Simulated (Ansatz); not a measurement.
# Ag: which structure wins at one pressure

Aim: bring Ag in several structures (fcc, bcc, hcp, diamond, simple hexagonal, sc) to one pressure and rank them by enthalpy. The pressure is set by scaling the first phase. Methods of the runs shown: LAPW. Companion runs by PAW are cited.

Computed with Ansatz 0.2.0 (DFT, PBE, all-electron LAPW, scalar-relativistic, unless a step's input says otherwise).

## Step 1: The structure to begin with

It takes space group Fm-3m (No. 225, cubic). The conventional cell has a = 3.321 Å, b = 3.321 Å, c = 3.321 Å, α = 90.00°, β = 90.00°, γ = 90.00°. Ag (site symmetry m-3m) has 12 Ag at 2.35 Å as nearest neighbours.

As a file:

```xyz
1
Lattice="0.0000 1.6605 1.6605 1.6605 0.0000 1.6605 1.6605 1.6605 0.0000" Properties=species:S:1:pos:R:3 pbc="T T T"
Ag    0.0000    0.0000    0.0000
```

## Step 2: Fcc relaxed under pressure, LAPW

Input file input.yaml:

```yaml
crystal:
  lattice:
    - [0.0, 1.6605020844, 1.6605020844]
    - [1.6605020844, 0.0, 1.6605020844]
    - [1.6605020844, 1.6605020844, 0.0]
  atoms:
    - { symbol: Ag, position: [0.0, 0.0, 0.0] }
kpoints:
  mp_grid: { grid: [20, 20, 20] }
scf:
  occupations: { method: fermi_dirac, width: 0.05 }
hamiltonian:
  xc: pbe
  pseudopotentials: { kind: all_electron, lapw: { basis_error: 0.0005 } }
output:
  forces: true
  stress: true
  eigenvalues: true
relax:
  f_tol: 0.005
  max_steps: 12
  cell: { p_target: 390.0, stress_tol: 0.195 }
```

Launch:

```bash
ansatz run input.yaml --threads 1 --pin off --max-ram 3584MiB --backend cpu --events-out ev --progress --plain --runs-dir out
```

The runs that follow: Bcc relaxed under pressure, LAPW; Hcp relaxed under pressure, LAPW; Diamond relaxed under pressure, LAPW; Simple hexagonal relaxed under pressure, LAPW; Sc relaxed under pressure, LAPW.

Q: Predict the outcome of this session. Wanted: pressure; lowest (for each run or level that gives them).

The runs gave:

| quantity | value |
| --- | --- |
| pressure | 390 GPa |
| lowest (LAPW) | fcc, 4.4 meV/atom under hcp |
| lowest (PAW) | fcc, 4.3 meV/atom under hcp |

**Reading.** By LAPW the order is fcc < hcp < bcc < simple hexagonal < sc < diamond. By PAW the order is fcc < hcp < bcc < simple hexagonal < sc < diamond. The methods agree on the lowest phase. Only these structures were tried, with electrons smeared by 0.05 eV and without vibrations, so the true ground state may be another. The k meshes differ between phases and weren't tested, which can move differences by some meV.
